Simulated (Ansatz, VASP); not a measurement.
# SnAu: VASP beside Ansatz

Aim: how closely do two programs agree when they are given the same cell, functional and k mesh? The cell is taken from a series of runs on this material, whose earlier steps may have relaxed, scaled, displaced or heated it; both programs get it as it stands.

Program: Ansatz 0.2.0. Level of theory: plane waves, with VASP 6.6.1 beside it; relaxation of cell and atoms at PBEsol, spin-orbit coupling. Results are calculated unless marked as measured.

**1. The starting structure**

It takes space group P6_3/mmc (No. 194, hexagonal). The conventional cell has a = 4.323 Å, b = 4.323 Å, c = 5.523 Å, α = 90.00°, β = 90.00°, γ = 120.00°. Nearest to Sn lie 6 Au at 2.85 Å. Nearest to Au lie 2 Au at 2.76 Å and 6 Sn at 2.85 Å. Farther neighbours are not listed.

**2. VASP: relaxation of cell and atoms, PBEsol, spin-orbit coupling**

The relaxed volume is the usual yardstick between codes: in a stiff, nearly cubic crystal its relative difference is about their pressure difference at one cell divided by the bulk modulus.

Lines of VASP's logs that name or quote its potential files are left out, and so is its time.

Contents of INCAR:

```
SYSTEM = SnAu
PREC = Accurate
ENCUT = 500
EDIFF = 1E-07
NELM = 200
ISMEAR = 0
SIGMA = 0.1
LREAL = .FALSE.
ALGO = Normal
GGA = PS
LNONCOLLINEAR = .TRUE.
MAGMOM = 0 0 0 0 0 0 0 0 0 0 0 0
NBANDS = 62
GGA_COMPAT = .FALSE.
LASPH = .TRUE.
LSORBIT = .TRUE.
LMAXMIX = 4
LORBIT = 11
LWAVE = .FALSE.
LCHARG = .FALSE.
ISIF = 3
IBRION = 2
NSW = 80
EDIFFG = -0.005
NELMIN = 4
KPAR = 2
```

Contents of POSCAR:

```
SnAu
1.0
    4.3230000000      0.0000000000      0.0000000000
   -2.1615000000      3.7438280000      0.0000000000
    0.0000000000      0.0000000000      5.5230000000
Sn Au
2 2
Direct
    0.3333332888      0.6666665776      0.2500000000
    0.6666667112      0.3333334224      0.7500000000
    0.0000000000      0.0000000000      0.0000000000
    0.0000000000      0.0000000000      0.5000000000
```

Contents of KPOINTS:

```
Automatic mesh
0
Gamma
9 9 6
0 0 0
```

The projector-augmented-wave data sets are Sn_d and Au (PBE family, release 64).

Command:

```bash
mpirun -np 2 vasp_ncl
```

Numbers of over 12 decimals in the logs are rounded to 6 here.

Log:

```text
[banner, memory and clock lines left out]
running    2 mpi-ranks, on    1 nodes
 distrk:  each k-point on    1 cores,    2 groups
 distr:  one band on    1 cores,    1 groups

 POSCAR found type information on POSCAR SnAu
 POSCAR found :  2 types and       4 ions
|                                                                             |
|               ----> ADVICE to this user running VASP <----                  |
|                                                                             |
|     You enforced a specific xc type in the INCAR file but a different       |
|     [... a line on the potential file left out ...]
|     I HOPE YOU KNOW WHAT YOU ARE DOING!                                     |
|                                                                             |

 LDA part: xc-table for (Slater+PW92), standard interpolation
 POSCAR, INCAR and KPOINTS ok, starting setup
 FFT: planning ... GRIDC
 FFT: planning ... GRID_SOFT
 FFT: planning ... GRID
 WAVECAR not read
 entering main loop
       N       E                     dE             d eps       ncg     rms          rms(c)
DAV:   1     0.613770196337E+03    0.61377E+03   -0.22148E+04  6604   0.229E+03
DAV:   2     0.883448008130E+02   -0.52543E+03   -0.50395E+03  6000   0.703E+02
DAV:   3    -0.124222328448E+02   -0.10077E+03   -0.96102E+02  6312   0.219E+02
DAV:   4    -0.190968101502E+02   -0.66746E+01   -0.65395E+01  7050   0.620E+01
DAV:   5    -0.192881183753E+02   -0.19131E+00   -0.19080E+00  6970   0.108E+01    0.128E+01
DAV:   6    -0.179558527078E+02    0.13323E+01   -0.58925E+00  6450   0.166E+01    0.892E+00
DAV:   7    -0.178971857380E+02    0.58667E-01   -0.32349E-01  6530   0.486E+00    0.490E+00
DAV:   8    -0.178710346016E+02    0.26151E-01   -0.50228E-02  7718   0.203E+00    0.206E+00
DAV:   9    -0.178688937816E+02    0.21408E-02   -0.58553E-03  7238   0.619E-01    0.227E-01
DAV:  10    -0.178683343109E+02    0.55947E-03   -0.19468E-03  8090   0.513E-01    0.969E-02
DAV:  11    -0.178683193147E+02    0.14996E-04   -0.45532E-04  7786   0.215E-01    0.379E-02
DAV:  12    -0.178683177244E+02    0.15902E-05   -0.17953E-05  6844   0.501E-02    0.142E-02
DAV:  13    -0.178683177197E+02    0.46866E-08   -0.29100E-06  7862   0.179E-02    0.402E-03
DAV:  14    -0.178683179276E+02   -0.20785E-06   -0.38882E-07  5812   0.514E-03    0.224E-03
DAV:  15    -0.178683178194E+02    0.10820E-06   -0.54476E-08  3970   0.184E-03    0.591E-04
DAV:  16    -0.178683178548E+02   -0.35382E-07   -0.11779E-08  3504   0.115E-03
   1 F= -.17868318E+02 E0= -.17866329E+02  d E =-.178683E+02  mag=    -0.0000     0.0000     0.0000
 curvature:   0.00 expect dE= 0.000E+00 dE for cont linesearch  0.000E+00
 trial: gam= 0.00000 g(F)=  0.164E-40 g(S)=  0.443E-03 ort = 0.000E+00 (trialstep = 0.100E+01)
 search vector abs. value=  0.443E-03
 bond charge predicted
       N       E                     dE             d eps       ncg     rms          rms(c)
DAV:   1    -0.178702248533E+02   -0.19070E-02   -0.69830E-02  6396   0.175E+00    0.235E-01
DAV:   2    -0.178691298109E+02    0.10950E-02   -0.25185E-03  6994   0.643E-01    0.129E-01
DAV:   3    -0.178686469967E+02    0.48281E-03   -0.40778E-04  8410   0.261E-01    0.577E-02
DAV:   4    -0.178686040016E+02    0.42995E-04   -0.17631E-04  7868   0.121E-01    0.289E-02
DAV:   5    -0.178686046113E+02   -0.60965E-06   -0.31388E-05  6656   0.471E-02    0.110E-02
DAV:   6    -0.178686039344E+02    0.67694E-06   -0.22679E-06  8110   0.160E-02    0.198E-03
DAV:   7    -0.178686039936E+02   -0.59276E-07   -0.51440E-07  5394   0.664E-03
   2 F= -.17868604E+02 E0= -.17866662E+02  d E =-.286139E-03  mag=     0.0000     0.0000     0.0000
 trial-energy change:   -0.000286  1 .order   -0.000286   -0.000443   -0.000129
 step:   1.4113(harm=  1.4113)  dis= 0.00000  next Energy=   -17.868631 (dE=-0.313E-03)
 bond charge predicted
       N       E                     dE             d eps       ncg     rms          rms(c)
DAV:   1    -0.178689449584E+02   -0.34102E-03   -0.11818E-02  6396   0.720E-01    0.966E-02
DAV:   2    -0.178687596721E+02    0.18529E-03   -0.42576E-04  7086   0.285E-01    0.529E-02
DAV:   3    -0.178686777444E+02    0.81928E-04   -0.69079E-05  8582   0.114E-01    0.239E-02
DAV:   4    -0.178686704140E+02    0.73304E-05   -0.31200E-05  7872   0.461E-02    0.119E-02
DAV:   5    -0.178686704276E+02   -0.13624E-07   -0.46916E-06  6616   0.186E-02    0.458E-03
DAV:   6    -0.178686702043E+02    0.22330E-06   -0.41795E-07  5944   0.717E-03    0.706E-04
DAV:   7    -0.178686702289E+02   -0.24538E-07   -0.98056E-08  3738   0.345E-03
   3 F= -.17868670E+02 E0= -.17866746E+02  d E =-.352374E-03  mag=     0.0000     0.0000     0.0000
 curvature:  -0.71 expect dE=-0.124E-05 dE for cont linesearch -0.347E-07
 trial: gam= 0.01451 g(F)=  0.478E-41 g(S)=  0.176E-05 ort =-0.467E-05 (trialstep = 0.108E+01)
 search vector abs. value=  0.172E-05
 reached required accuracy - stopping structural energy minimisation
```

OUTCAR, selected parts (step 2):

```text
ion  position               nearest neighbor table
   1  0.333  0.667  0.250-   3 2.85   4 2.85   3 2.85   4 2.85   3 2.85   4 2.85   2 3.72   2 3.72
                             2 3.72   2 3.72   2 3.72   2 3.72
   2  0.667  0.333  0.750-   3 2.85   4 2.85   3 2.85   4 2.85   3 2.85   4 2.85   1 3.72   1 3.72
                             1 3.72   1 3.72   1 3.72   1 3.72
   3  0.000  0.000  0.000-   4 2.76   4 2.76   1 2.85   2 2.85   2 2.85   1 2.85   2 2.85   1 2.85

  LATTYP: Found a hexagonal cell.
 ALAT       =     4.3230000000
 C/A-ratio  =     1.2775850104

 Subroutine GETGRP returns: Found 24 space group operations
 (whereof 12 operations were pure point group operations)

The static configuration has the point symmetry D_3d.
 The point group associated with its full space group is D_6h.

 Found     48 irreducible k-points:

   k-points           NKPTS =     48   k-points in BZ     NKDIM =     48   number of bands    NBANDS=     62

   dimension x,y,z NGX =    32 NGY =   32 NGZ =   40
   dimension x,y,z NGXF=    64 NGYF=   64 NGZF=   80

   ENCUT  =  500.0 eV  36.75 Ry    6.06 a.u.   7.88  7.88 10.07*2*pi/ulx,y,z

   NELECT =      50.0000    total number of electrons

 k-points in reciprocal lattice and weights: Automatic mesh
   0.00000000  0.00000000  0.00000000       0.002
   0.11111111 -0.00000000  0.00000000       0.012
   0.22222222  0.00000000  0.00000000       0.012
   0.33333333  0.00000000  0.00000000       0.012
   0.44444444  0.00000000  0.00000000       0.012
   0.11111111  0.11111111  0.00000000       0.012
   0.22222222  0.11111111  0.00000000       0.025
   0.33333333  0.11111111  0.00000000       0.025
   0.44444444  0.11111111  0.00000000       0.012
[...]
0.33333333  0.22222222  0.50000000       0.025
   0.33333333  0.33333333  0.50000000       0.004

 average (electrostatic) potential at core
       1 -98.4207       2 -98.4207       3 -65.7904       4 -65.7904

 E-fermi :   8.4422

 k-point     1 :       0.0000    0.0000    0.0000
  band No.  band energies     occupation
    ...
     42       4.5148      1.00000
     43       5.1021      1.00000
     44       5.1021      1.00000
     45       7.6841      1.00000
     46       7.6841      1.00000
     47       8.8137      0.00000
     48       8.8137      0.00000
     49       9.7425      0.00000
     50       9.7425      0.00000
     51      11.2282      0.00000
    ...

 k-point     2 :       0.1111   -0.0000    0.0000
  band No.  band energies     occupation
    ...
     44       5.0949      1.00000
     45       7.6394      1.00000
     46       7.6394      1.00000
     47       7.8355      1.00000
     48       7.8355      1.00000
     49       8.9234      0.00000
     50       8.9234      0.00000
     51      10.4461      0.00000
     52      10.4461      0.00000
     53      12.0593      0.00000
    ...

 k-point     3 :       0.2222    0.0000    0.0000
  band No.  band energies     occupation
    ...
     46       6.1457      1.00000
     47       7.4889      1.00000
     48       7.4889      1.00000
     49       7.9793      1.00000
     50       7.9793      1.00000
     51       9.5604      0.00000
     52       9.5604      0.00000
     53      11.5111      0.00000
     54      11.5111      0.00000
     55      12.5797      0.00000
    ...

  Total        0.0055826      0.0055826      0.0091311      0.0000000      0.0000000      0.0000000
  in kB        0.1000202      0.1000202      0.1635986      0.0000000      0.0000000      0.0000000
  external PRESSURE =       0.1212130 kB  Pullay stress =       0.0000000 kB

  energy-cutoff  :      500.00
  volume of cell :       89.42
      direct lattice vectors                 reciprocal lattice vectors
     4.329346395  0.000000000  0.000000000     0.230981748  0.133357368  0.000000000
    -2.164673198  3.749324140 -0.000000000    -0.000000000  0.266714736  0.000000000
     0.000000000 -0.000000000  5.509098712    -0.000000000  0.000000000  0.181517895

 POSITION                                       TOTAL-FORCE (eV/Angst)
 -----------------------------------------------------------------------------------
      0.00000      2.49955      1.37727         0.000000      0.000000     -0.000000
      2.16467      1.24978      4.13182        -0.000000     -0.000000      0.000000
     -2.16467      3.74932      5.50910        -0.000000      0.000000      0.000000
     -2.16467      3.74932      2.75455        -0.000000      0.000000      0.000000
 -----------------------------------------------------------------------------------
    total drift:                               -0.000027      0.000000     -0.000001

  FREE ENERGIE OF THE ION-ELECTRON SYSTEM (eV)
  ---------------------------------------------------
  free  energy   TOTEN  =       -17.8686702289 eV

  energy  without entropy=      -17.8648216919  energy(sigma->0) =      -17.86674596

 reached required accuracy - stopping structural energy minimisation

 Spin-Orbit-Coupling matrix elements
 Ion:    1  E_soc:     -0.0980548
 Ion:    2  E_soc:     -0.0980548
 Ion:    3  E_soc:     -0.6160851
 Ion:    4  E_soc:     -0.6160851

 total charge
# of ion       s       p       d       tot
------------------------------------------
    1        1.195   0.999  10.012  12.206
    2        1.195   0.999  10.012  12.206
    3        0.644   0.445   8.667   9.756
    4        0.644   0.445   8.667   9.756
--------------------------------------------------
tot          3.679   2.888  37.358  43.924

 magnetization (x)
# of ion       s       p       d       tot
------------------------------------------
    1        0.000  -0.000   0.000   0.000
    2        0.000  -0.000  -0.000  -0.000
    3        0.000   0.000   0.000   0.000
    4       -0.000   0.000  -0.000  -0.000
--------------------------------------------------
tot          0.000  -0.000   0.000   0.000

 magnetization (y)
# of ion       s       p       d       tot
------------------------------------------
    1        0.000   0.000   0.000   0.000
    2        0.000   0.000   0.000   0.000
    3       -0.000   0.000  -0.000  -0.000
    4        0.000   0.000   0.000   0.000
--------------------------------------------------
tot         -0.000   0.000  -0.000   0.000

 magnetization (z)
# of ion       s       p       d       tot
------------------------------------------
    1        0.000   0.000   0.000   0.000
    2        0.000   0.000   0.000   0.000
    3       -0.000   0.000   0.000   0.000
    4       -0.000   0.000  -0.000   0.000
--------------------------------------------------
tot         -0.000   0.000  -0.000   0.000

[... 3 further parts left out ...]
```

CONTCAR:

```
SnAu
   1.00000000000000
     4.3293463952520783    0.0000000000000000    0.0000000000000000
    -2.1646731976260392    3.7493241403010384   -0.0000000000000000
     0.0000000000000000   -0.0000000000000000    5.5090987119855930
  Sn              Au
     2     2
Direct
     0.3333332887999987    0.6666665775999974    0.2500000000000000
     0.6666667112000013    0.3333334224000026    0.7500000000000000
     0.0000000000000000    1.0000000000000000    1.0000000000000000
     0.0000000000000000    1.0000000000000000    0.5000000000000000
```

[end of part 1 of 2]

[Lines on the potential files, build, host, timing and source positions are cut from VASP's logs without a mark.]

[Logs are printed without paths, hosts, clocks, repeated set-up lines and the standing remarks that a program may print on its own settings, such as how far it seeks lower states.]

[Hosts, paths, dates, database ids (printed as entryN), source tags and the programs' standing remarks are cut or masked in the printed files.]
